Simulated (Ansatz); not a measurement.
**CdF2 under pressure: fit and missing row**

CdF2, Fm-3m, a = 5.481 Å. Ansatz: PBE, PAW, 420 eV, Γ-centred 8×8×8 mesh on 3 atoms, Gaussian smearing 0.02 eV; no spin polarisation. Cell and atoms are relaxed at each pressure, and no other structure is tried, so the rows at high pressure may lie past a change of phase.

```
V (Å³/atom) P (GPa)
          ?    60.00
     11.250    29.96
     12.166    15.04
     12.772     7.99
     13.321     3.00
     13.725     0.00
     14.204    -2.95
```

Take V0 = 13.725 Å³/atom, fit the third-order Birch–Murnaghan form to the other rows, and predict the missing volume.

With the Eulerian strain f = ½[(V0/V)^(2/3) − 1] and y = P/[3f(1 + 2f)^(5/2)], the form is the line y = B0 + 1.5 B0 (B0′ − 4) f. Rows (f, y): 0.07088, 101.1; 0.04185, 98.0; 0.02457, 96.1; 0.01006, 94.6; -0.01131, 92.1. Means f = 0.02721, y = 96.380; Σ(Δf)² = 0.003906, ΣΔfΔy = 0.4260; the slope is their ratio. y = 93.41 + 109.0 f GPa, so B0 = 93.4 GPa and B0′ = 4 + 2 × (109.0)/(3 × 93.41) = 4.78. P = 60.00 GPa is met at f = 0.11342 (y = 105.77), so V = V0 (1 + 2f)^(−3/2) = 10.100 Å³/atom. The run gave 10.096 Å³/atom, so the fit is 0.004 Å³/atom too high, a small miss on the scale of the series. The form still works here, 91 % of the fitted range beyond its end.